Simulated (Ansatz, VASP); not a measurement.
## CuO (Tenorite): VASP beside Ansatz

The input INCAR:

```
SYSTEM = CuO
PREC = Accurate
ENCUT = 520
EDIFF = 1E-6
ISMEAR = -1
SIGMA = 0.05
LREAL = .FALSE.
LASPH = .TRUE.
NELM = 60
ALGO = Normal
ISIF = 2
LWAVE = .FALSE.
LCHARG = .TRUE.
GGA = PS
LELF = .TRUE.
LVHAR = .TRUE.
NBANDS = 25
```

File KPOINTS:

```
Automatic mesh
0
G
  10 10 5
  0 0 0
```

File POSCAR:

```
CuO
1.0
    2.3601779360     -1.7247473506      0.0000000000
    2.3601779360      1.7247473506      0.0000000000
   -0.8662535568      0.0000000000      5.0929435705
Cu O
2 2
Direct
    0.4968000000      0.0032000000      0.5000000000
    0.0032000000      0.4968000000      0.0000000000
    0.4056000000      0.5714000000      0.7537000000
    0.5714000000      0.4056000000      0.2537000000
```

input.yaml

```yaml
crystal:
  lattice:
    - [2.360177936, -1.7247473506, 0.0]
    - [2.360177936, 1.7247473506, 0.0]
    - [-0.8662535568, 0.0, 5.0929435705]
  atoms:
    - { symbol: Cu, position: [0.4968, 0.0032, 0.5] }
    - { symbol: Cu, position: [0.0032, 0.4968, 0.0] }
    - { symbol: O, position: [0.4056, 0.5714, 0.7537] }
    - { symbol: O, position: [0.5714, 0.4056, 0.2537] }
kpoints:
  mp_grid: { grid: [10, 10, 5] }
scf:
  occupations: { method: fermi_dirac, width: 0.05 }
hamiltonian:
  xc: pbesol
  pseudopotentials: { kind: all_electron, lapw: { basis_error: 0.002 } }
output:
  forces: true
  stress: true
  eigenvalues: true
```

Change from the starting cell: volume scaled by 1.02.

Alike in both runs: task single point; functional PBEsol; k mesh 10 × 10 × 5; occupations fermi-dirac, width 0.05 eV; no spin polarisation.

|  | VASP | Ansatz |
| --- | --- | --- |
| version | VASP 6.6.1 | Ansatz 0.2.0 |
| potentials or method | VASP PAW PBE potentials, release 64 (Cu, O) | all-electron LAPW, scalar-relativistic |
| plane-wave cutoff (eV) | 520 | see its input |

VASP gave:

```
gap on the k mesh at the Fermi level (eV)       : none
pressure (GPa)                                  : -5.3
largest component of the traceless stress (GPa) : 2.62
rms of the force components (eV/Å)              : 0.412
```

Q: Which values does Ansatz return?

A: gap on the k mesh at the Fermi level (eV): none; pressure (GPa): -6.0; largest component of the traceless stress (GPa): 2.94; rms of the force components (eV/Å): 0.407.

Atom by atom the forces differ by 0.019 eV/Å (rms over components). A gap of «none» marks a metal or a gap that the smearing closes. Ansatz ran all-electron here, so the differences hold the error of VASP's frozen core and of both bases.

Caveats: the run has no spin polarisation, though such a crystal can be magnetic; semilocal functionals often make such compounds metallic where correlation or magnetic order opens a gap, which also shifts bond lengths; the PAW data sets were made with another functional, which shifts forces and pressure a little (VASP).
